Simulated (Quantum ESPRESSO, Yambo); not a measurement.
Planning a run of Yambo 5.3.0 on MgO (Fm-3m). The input:

```
HF_and_locXC
gw0
dyson
mpa
em1d
rim_cut
RandQpts= 1000000
RandGvec= 1 RL
EXXRLvcs= 76 Ry
VXCRLvcs= 304 Ry
Chimod= "HARTREE"
% BndsRnXm
 1 | 56 |
%
NGsBlkXm= 10.5 Ry
% LongDrXm
 1 | 1 | 1 |
%
% GbndRnge
 1 | 56 |
%
DysSolver= "n"
ExtendOut
EnSampXm= "2l"
EnGridXm= "ho"
% EnRngeXm
 0 | 60 | eV
%
% ImRngeXm
 1 | 27.21138 | eV
%
% DmRngeXm
 0.001 | 2.721138 | eV
%
ETStpsXm= 16
IntSolXm= "PT"
% QPkrange
 1 | 1 | 7 | 10 |
%
```

```sh
OMP_NUM_THREADS=1 mpirun -n 8 yambo -F gw9.in -J gw9 -C gw9 > gw9.log
```

The stored states that it reads are on a 6×6×6 mesh. It takes space group Fm-3m (No. 225, cubic). Conventional cell: a = 4.194 Å, b = 4.194 Å, c = 4.194 Å, α = 90.00°, β = 90.00°, γ = 90.00°. Mg has 6 O at 2.10 Å nearest. Nearest to O lie 6 Mg at 2.10 Å. Farther neighbours and most contacts between anions are not listed.

Q: Estimate wall time and host memory on 8 MPI ranks of Arm Neoverse V2, shared host.

It took 26 s; on shared hardware allow 13 s to 52 s. Peak host memory was 2.5 GiB.

The screening grows as filled bands × empty bands × pairs of k points, times the square of the screening basis for the matrix.

[Paths, hosts, dates, memory and timing lines, banners, echoed tables and standing remarks are left out of the program output.]

[Logs are printed without paths, hosts, clocks, repeated set-up lines and the standing remarks that a program may print on its own settings, such as how far it seeks lower states.]

[Runs of the session that timed out or met a known fault of the program may be left out.]

[Hosts, paths, dates, database ids (printed as entryN), source tags and the programs' standing remarks are cut or masked in the printed files.]
